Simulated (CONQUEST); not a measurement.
Te2Mo under changes of volume

One of the cells (24.965 Å³/atom); the others are scaled copies at fixed shape and fractional positions:

```
Te Mo
1.0
     3.51820    0.00000    0.00000
     0.00000    6.09370    0.00000
     0.00000    0.00000   13.97360
Te Mo
8 4
Cartesian
  0.0000 2.0312 8.6776
  1.7591 5.0781 8.6776
  0.0000 4.0625 1.6908
  1.7591 1.0156 1.6908
  0.0000 2.0312 12.2828
  1.7591 5.0781 12.2828
  0.0000 4.0625 5.2960
  1.7591 1.0156 5.2960
  0.0000 2.0312 3.4934
  1.7591 5.0781 3.4934
  0.0000 4.0625 10.4802
  1.7591 1.0156 10.4802
```

| Property | Result |
| --- | --- |
| Program | CONQUEST 1.3 |
| Functional | PBEsol |
| Potentials or basis | PseudoDojo NC PBEsol, DZP, grid of 36 × 60 × 144 points |
| k mesh | 8 × 5 × 2 |
| Occupations | fermi-dirac, width 0.05 eV |
| Spin | no spin polarisation |

```tsv
volume (Å³/atom)	energy over the lowest point (meV/atom)	pressure (GPa)	gap on the mesh (eV)	largest force (eV/Å)
23.467	51.77	9.6	0.66	1.336
23.966	26.70	6.5	0.67	0.964
24.466	10.42	3.9	0.68	0.628
24.965	1.70	1.7	0.69	0.321
25.464	0.00	-0.6	0.71	0.020
25.963	?	?	?	?
26.463	15.61	-4.2	0.72	0.496
```

**Question.** What does the run at 25.963 Å³/atom give?

**Answer.** Energy over the lowest point 4.96 meV/atom; pressure -2.6 GPa; gap on the mesh 0.71 eV; largest force 0.255 eV/Å.

Worked out: A Birch-Murnaghan fit of order 3 (a polynomial in V^(-2/3)) to the other rows has its minimum at 25.33 Å³/atom with B0 = V·E''(V) = 107 GPa and B' = 3.7 at fixed shape and positions, which overstates the stiffness. It gives 4.88 meV/atom at 25.963 Å³/atom, against the run's 4.96, and -dE/dV = -2.5 GPa, against -2.6. A straight line through the other rows of the gap, of slope 0.528 eV per unit of ln V, gives 0.71 eV, against the run's 0.71.

Energies are extrapolated to zero smearing.

Caveats: spin-orbit coupling is left out, which moves the levels of the heavy elements; an odd mesh through Γ misses points on the zone boundary, where band edges often lie; this functional lacks dispersion, which binds the layers, so the pressure and a relaxed spacing across them are unreliable; the basis of atomic orbitals isn't converged, which shifts pressures, moduli and gaps; forces of over 1 eV/Å show positions far from the minimum, so gaps and moduli don't describe the material at rest (some runs).
